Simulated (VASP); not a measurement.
## CO2: band structure with TB-mBJ

Crystal: CO2.

```
O C
1.0
    -1.97473    1.97473    3.01406
     1.97473   -1.97473    3.01406
     1.97473    1.97473   -3.01406
O C
4 2
Cartesian
  1.3223 0.9874 3.7676
  0.6525 0.9874 0.7535
  2.9621 0.6525 -0.7535
  -0.9874 1.3223 2.2605
  0.0000 0.0000 0.0000
  0.0000 1.9747 1.5070
```

The cell comes from a database or a generator and needn't be the stable form of this composition.

* Program: VASP 6.6.1
* Task: band structure
* Functional: TB-mBJ
* Potentials or basis: VASP PAW PBE potentials, release 64 (O, C)
* Cutoff: 520 eV
* k mesh: 10 × 10 × 10
* Occupations: gaussian, width 0.02 eV
* Spin: no spin polarisation
* Ladder: gaps
* Further INCAR settings: ALGO = Normal; EDIFF = 1e-06; NBANDS = 25

* Band gap on the k mesh: 9.99 eV, indirect (least direct gap 10.24 eV)
* Band gap along the path: 9.97 eV, indirect (least direct gap 10.25 eV)

Levels at the corners of the path, in eV from the valence-band top:
```csv
point,band 13,band 14,band 15,band 16,band 17,band 18,band 19,band 20
Γ,-1.00,-0.64,-0.64,-0.33,10.15,10.89,11.32,11.32
X,-0.56,-0.56,-0.46,-0.46,10.62,10.62,12.08,12.08
X,-0.56,-0.56,-0.46,-0.46,10.62,10.62,12.08,12.08
Y,-0.94,-0.94,-0.26,-0.26,10.62,10.62,12.23,12.23
Y,-0.94,-0.94,-0.26,-0.26,10.62,10.62,12.23,12.23
S,-2.05,-1.05,-0.25,-0.08,10.26,11.03,12.00,12.92
S,-2.05,-1.05,-0.25,-0.08,10.26,11.03,12.00,12.92
Γ,-1.00,-0.64,-0.64,-0.33,10.15,10.89,11.32,11.32
Γ,-1.00,-0.64,-0.64,-0.33,10.15,10.89,11.32,11.32
Z,-2.55,-2.55,0.00,0.00,11.03,11.03,12.38,12.38
Z,-2.55,-2.55,0.00,0.00,11.03,11.03,12.38,12.38
S1,-2.05,-1.05,-0.25,-0.08,10.26,11.03,12.00,12.92
S1,-2.05,-1.05,-0.25,-0.08,10.26,11.03,12.00,12.92
N,-1.45,-1.10,-0.29,-0.01,10.31,11.07,11.83,12.27
N,-1.45,-1.10,-0.29,-0.01,10.31,11.07,11.83,12.27
P,-0.65,-0.65,-0.52,-0.52,10.57,10.57,11.73,11.73
P,-0.65,-0.65,-0.52,-0.52,10.57,10.57,11.73,11.73
Y1,-0.94,-0.94,-0.26,-0.26,10.62,10.62,12.23,12.23
Y1,-0.94,-0.94,-0.26,-0.26,10.62,10.62,12.23,12.23
Z,-2.55,-2.55,0.00,0.00,11.03,11.03,12.38,12.38
X,-0.56,-0.56,-0.46,-0.46,10.62,10.62,12.08,12.08
P,-0.65,-0.65,-0.52,-0.52,10.57,10.57,11.73,11.73
```

It took 2.8 min on 2 MPI ranks on Intel(R) Xeon(R) 6975P-C (Granite Rapids), with other jobs on the host, peak memory 0.28 GiB a rank.
